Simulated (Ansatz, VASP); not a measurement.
## Ga3S2: VASP beside Ansatz

INCAR

```
SYSTEM = Ga3S2
ALGO     = Normal         ! electronic algorithm
EDIFF    = 1E-6           ! SCF threshold, eV
EDIFFG   = -0.04          ! ionic threshold
ENCUT    = 600            ! plane-wave cutoff, eV
GGA      = PE             ! functional
IBRION   = 2              ! ionic algorithm
ISIF     = 3              ! what is computed and relaxed
ISMEAR   = 0              ! smearing method
LASPH    = .True.         ! aspherical terms in the spheres
LCHARG   = .False.        ! write CHGCAR
LREAL    = .False.        ! projectors in reciprocal space
LWAVE    = .False.        ! write WAVECAR
NELM     = 60             ! most SCF steps
NSW      = 90             ! ionic steps
PREC     = Accurate       ! precision mode
SIGMA    = 0.1            ! smearing width, eV
```

File KPOINTS:

```
k-points
0
Gamma
  4 4 4
  0 0 0
```

Contents of POSCAR:

```
Ga3S2
1.0
    4.8231778600      0.0000000000      0.0000000000
    0.0000000000      4.8231778600      0.0000000000
    0.0000000000      0.0000000000      4.8231778600
Ga S
3 2
Direct
    0.0000000000      0.5000000000      0.5000000000
    0.5000000000      0.0000000000      0.5000000000
    0.5000000000      0.5000000000      0.0000000000
    0.5000000000      0.5000000000      0.5000000000
    0.0000000000      0.0000000000      0.0000000000
```

Input for Ansatz:

```yaml
crystal:
  lattice:
    - [4.82317786, 0.0, 0.0]
    - [0.0, 4.82317786, 0.0]
    - [0.0, 0.0, 4.82317786]
  atoms:
    - { symbol: Ga, position: [0.0, 0.5, 0.5] }
    - { symbol: Ga, position: [0.5, 0.0, 0.5] }
    - { symbol: Ga, position: [0.5, 0.5, 0.0] }
    - { symbol: S, position: [0.5, 0.5, 0.5] }
    - { symbol: S, position: [0.0, 0.0, 0.0] }
basis:
  ecutwfc: 420
kpoints:
  mp_grid: { grid: [4, 4, 4] }
hamiltonian:
  xc: pbe
scf:
  occupations: { method: gaussian, width: 0.1 }
  lower_state_search: "off"
output:
  forces: true
  stress: true
  eigenvalues: true
relax:
  adjacent_minimum: "off"
  f_tol: 0.04
  max_steps: 70
  cell: { stress_tol: 0.4 }
```

Alike in both runs: task relaxation of cell and atoms; functional PBE; k mesh 4 × 4 × 4; occupations gaussian, width 0.1 eV; no spin polarisation.

```csv
,VASP,Ansatz
version,VASP 6.6.1,Ansatz 0.2.0
potentials or method,"VASP PAW PBE potentials, release 64 (Ga_d, S)","scalar-relativistic, plane waves, PAW"
plane-wave cutoff (eV),600,420
valence electrons in the cell,51,51
```

```csv
,VASP,Ansatz,Ansatz less VASP
"gap on the k mesh at the Fermi level, each at its own relaxed structure (eV)",none,none,-
relaxed volume (Å³/atom),24.12,23.96,-0.156
relaxed cell length with the largest relative difference (Å),4.941,4.930,-0.0107
energy change over the relaxation (meV/atom),-15,-14,+0.6
```

A gap of «none» marks a metal or a gap that the smearing closes.
